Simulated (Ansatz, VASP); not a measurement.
## MgB2 in VASP and in Ansatz

```xyz
3
Lattice="3.1502 0.0000 0.0000 -1.5751 2.7281 0.0000 0.0000 0.0000 3.6388" Properties=species:S:1:pos:R:3 pbc="T T T"
Mg    0.0000    0.0000    0.0000
B     0.0000    1.8187    1.8194
B     1.5751    0.9094    1.8194
```

Alike in both runs: task relaxation of shape and atoms at fixed volume; functional PBEsol; k mesh 18 × 18 × 12; occupations gaussian, width 0.1 eV; no spin polarisation.

|  | VASP | Ansatz |
| --- | --- | --- |
| version | VASP 6.6.1 | Ansatz 0.2.0 |
| potentials or method | VASP PAW PBE potentials, release 64 (Mg, B) | scalar-relativistic, plane waves, PAW |
| plane-wave cutoff (eV) | 600 | 420 |
| valence electrons in the cell | 8 | 16 |

|  | VASP | Ansatz | Ansatz less VASP |
| --- | --- | --- | --- |
| gap on the k mesh at the Fermi level, each at its own relaxed structure (eV) | none | none | - |
| relaxed volume (Å³/atom) | 10.42 | 10.42 | 0.000 |
| relaxed cell length with the largest relative difference (Å) | 3.656 | 3.658 | +0.0019 |

A gap of «none» marks a metal or a gap that the smearing closes. The two sets of potentials don't hold the same shells in valence.

Caveats: the PAW data sets were made with another functional, which shifts forces and pressure a little (VASP).
